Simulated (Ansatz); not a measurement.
Below is a relaxed structure of Ga. The cell was found from a structure generator's guess, not taken from experiment.

Level of theory: DFT PBE, scalar-relativistic, plane waves, PAW in Ansatz 0.2.0. Cutoff 420 eV, Γ-centred mesh, Gaussian smearing, no spin polarisation.

```
CELL_PARAMETERS angstrom
2.71824 0.00000 0.00000
0.00000 2.71824 0.00000
0.00000 0.00000 2.71824
ATOMIC_POSITIONS crystal
Ga 0.00000 0.00000 0.00000
```

Energies count from the standard state of Ga at the same level.

Question: What space group does it have?

Answer: Pm-3m (No. 221), the simple cubic type. Conventional cell: a = 2.718 Å. Ga is surrounded by 6 Ga at 2.72 Å.

Question: How far does it lie from the standard state of Ga?

Answer: +0.08 eV/atom. So it is a metastable form at best.

Question: Is it a metal?

Answer: Yes, bands cross the Fermi level on the 20×20×22 mesh.

The last run used a 20×20×22 mesh (in the run's order of axes) for its 1-atom cell and Gaussian smearing of 0.10 eV. The end has P4/mmm (No. 123) at a tolerance of 0.01 Å; the cell shown is made exact in the group found at 0.05 Å. A structure relaxed within its symmetry needn't be a true minimum.
